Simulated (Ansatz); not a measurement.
## Calculated ⁷⁵As nuclear quadrupole resonance for InAs under strain

Cell: an entry of the Crystallography Open Database (COD), relaxed with PBE at fixed cell and then changed (z compressed by 1 %, ions relaxed).

```yaml
crystal:
  lattice:
    - [0.00000, 3.02900, 2.99871]
    - [3.02900, 0.00000, 2.99871]
    - [3.02900, 3.02900, 0.00000]
  atoms:
    - { symbol: In, position: [0.00000, 0.00000, 0.00000] }
    - { symbol: As, position: [0.25000, 0.25000, 0.25000] }
```

Sites (sets of like atoms) are named by element and the number of their first atom in this list.

Computed with Ansatz: DFT, PBE, plane waves and PAW, scalar-relativistic, 420 eV cutoff, Γ-centred 13×13×13 k-points, Fermi–Dirac smearing 0.05 eV.

⁷⁵As: I = 3/2, Q = 311.0 mb (year-2017 value). Static lattice, zero field.

(1) At which frequencies do the ⁷⁵As NQR lines lie?

## Answers

(1) For I = 3/2 there is one line, ν = (|C_Q|/2)(1 + η²/3)^½.

| site | atoms | V_zz (10²¹ V/m²) | C_Q (MHz) | η | line frequencies (MHz) |
| --- | --- | --- | --- | --- | --- |
| As | 2 | -0.24 | -1.82 | 0.00 | 0.911 |

An axis of threefold or higher order runs through As, so V_zz lies along it and η is zero.

The run finds no gap above 0.1 eV (a metal, or nearly one), so the gradients can move by 10 % or more with the k-mesh. Without spin–orbit coupling (the program notes it for In) the gradients can shift somewhat, as the gap is small. Semilocal functionals make gaps too small and can close them, so the real compound need not be a metal.
